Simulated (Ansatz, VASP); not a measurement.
## Two plane-wave programs on ZrC2

INCAR

```
SYSTEM = ZrC2
PREC = Accurate
ENCUT = 600
EDIFF = 1E-7
ISMEAR = 0
SIGMA = 0.1
LREAL = .False.
LASPH = .True.
NELM = 100
ALGO = Normal
ISIF = 3
LWAVE = .False.
LCHARG = .False.
GGA = PE
IBRION = 2
NSW = 90
EDIFFG = -0.04
```

The input KPOINTS:

```
regular mesh
0
Gamma
  6 6 4
  0 0 0
```

File POSCAR:

```
ZrC2
1.0
    3.4019444700      0.0000000000      0.0000000000
    0.0000000000      3.4019444700      0.0000000000
    0.0000000000      0.0000000000      6.8008976900
Zr C
2 4
Direct
    0.0000000000      0.5000000000      0.7290390100
    0.5000000000      0.0000000000      0.2709609900
    0.0000000000      0.5000000000      0.3727150000
    0.5000000000      0.0000000000      0.6272850000
    0.0000000000      0.0000000000      0.0000000000
    0.5000000000      0.5000000000      0.0000000000
```

Input for Ansatz:

```yaml
crystal:
  lattice:
    - [3.40194447, 0.0, 0.0]
    - [0.0, 3.40194447, 0.0]
    - [0.0, 0.0, 6.80089769]
  atoms:
    - { symbol: Zr, position: [0.0, 0.5, 0.72903901] }
    - { symbol: Zr, position: [0.5, 0.0, 0.27096099] }
    - { symbol: C, position: [0.0, 0.5, 0.372715] }
    - { symbol: C, position: [0.5, 0.0, 0.627285] }
    - { symbol: C, position: [0.0, 0.0, 0.0] }
    - { symbol: C, position: [0.5, 0.5, 0.0] }
basis:
  ecutwfc: 420
kpoints:
  mp_grid: { grid: [6, 6, 4] }
hamiltonian:
  xc: pbe
scf:
  occupations: { method: gaussian, width: 0.1 }
  lower_state_search: "off"
output:
  forces: true
  stress: true
  eigenvalues: true
relax:
  adjacent_minimum: "off"
  f_tol: 0.04
  max_steps: 70
  cell: { stress_tol: 0.4 }
```

Change from the starting cell: species swapped into the ErTe2 type (P4/nmm, No. 129).

Alike in both runs: task relaxation of cell and atoms; functional PBE; k mesh 6 × 6 × 4; occupations gaussian, width 0.1 eV; no spin polarisation.

|  | VASP | Ansatz |
| --- | --- | --- |
| version | VASP 6.6.1 | Ansatz 0.2.0 |
| potentials or method | VASP PAW PBE potentials, release 64 (Zr_sv, C) | scalar-relativistic, plane waves, PAW |
| plane-wave cutoff (eV) | 600 | 420 |
| valence electrons in the cell | 40 | 40 |

|  | VASP | Ansatz | Ansatz less VASP |
| --- | --- | --- | --- |
| gap on the k mesh at the Fermi level, each at its own relaxed structure (eV) | none | none | - |
| relaxed volume (Å³/atom) | 11.00 | 11.00 | -0.002 |
| relaxed cell length with the largest relative difference (Å) | 6.371 | 6.385 | +0.0139 |
| energy change over the relaxation (meV/atom) | -251 | -252 | -1.2 |

A gap of «none» marks a metal or a gap that the smearing closes.

Caveats: the volume moved by over 15 % at a fixed basis, so the end points are rough.
